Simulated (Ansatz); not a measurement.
**HfN: enthalpy against pressure**

HfN, P6_3/mmc, a = 3.144 Å, c = 5.425 Å. This isn't the usual stable structure of the compound. Ansatz: r2SCAN, PAW, 500 eV, Γ-centred 18×18×8 mesh on 4 atoms, Gaussian smearing 0.10 eV; no spin polarisation. Cell and atoms are relaxed at each pressure, and no other structure is tried, so the rows at high pressure may lie past a change of phase. y is the enthalpy over the state at zero pressure; there V0 = 11.613 Å³/atom. The pressures are the targets, met within 0.05 GPa.

```
P (GPa) y (eV/atom)
   -2.0      -0.1455
    0.0       0.0000
    2.0       0.1444
    5.0       0.3592
   10.0       0.7124
   20.0            ?
   40.0       2.7281
```

Problem. Fit y = c1 P + c2 P² + c3 P³ to the other rows, say what c1 and c2 mean, and predict the missing value.

Solution. Least squares on the rows shown. y = 0.072474 P − 0.00012898 P² + 5.5510×10⁻⁷ P³. Since dH/dP = V, c1 is V0: 0.072474 eV/GPa × 160.2 = 11.610 Å³ against 11.613; c2 = −V0/(2B0) gives B0 = 281 GPa, where a Birch–Murnaghan fit to the volumes of the same runs (not shown) gives 276 GPa. At P = 20.0 the fit asked for gives 1.4023 eV/atom. The run gave 1.4026 eV/atom, so the fit is 0.0003 eV/atom too low, a small miss on the scale of the series.

Spin–orbit coupling is left out, which can shift energies with elements as heavy as these.